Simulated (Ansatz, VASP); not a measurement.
## Na: VASP beside Ansatz

```
CELL_PARAMETERS angstrom
-2.15903 2.15903 2.15903
2.15903 -2.15903 2.15903
2.15903 2.15903 -2.15903
ATOMIC_POSITIONS crystal
Na 0.00000 0.00000 0.00000
```

Change from the starting cell: volume scaled by 1.06, PAW files.

Alike in both runs: task electric field gradients; functional PBE; k mesh 11 × 11 × 11; occupations fermi-dirac, width 0.03 eV; no spin polarisation.

|  | VASP | Ansatz |
| --- | --- | --- |
| version | VASP 6.6.1 | Ansatz 0.2.0 |
| potentials or method | VASP PAW PBE potentials, release 64 (Na_pv) | PAW with Ansatz's default frozen-core files, scalar-relativistic |
| plane-wave cutoff (eV) | 520 | 420 |
| valence electrons in the cell | 7 | 9 |

|  | VASP | Ansatz | Ansatz less VASP |
| --- | --- | --- | --- |
| pressure (GPa) | -0.6 | -0.6 | +0.01 |
| Vzz of the field gradient on the site that differs most (V/Å²) | 0.0 | 0.0 | 0.00 |

The two sets of potentials don't hold the same shells in valence.
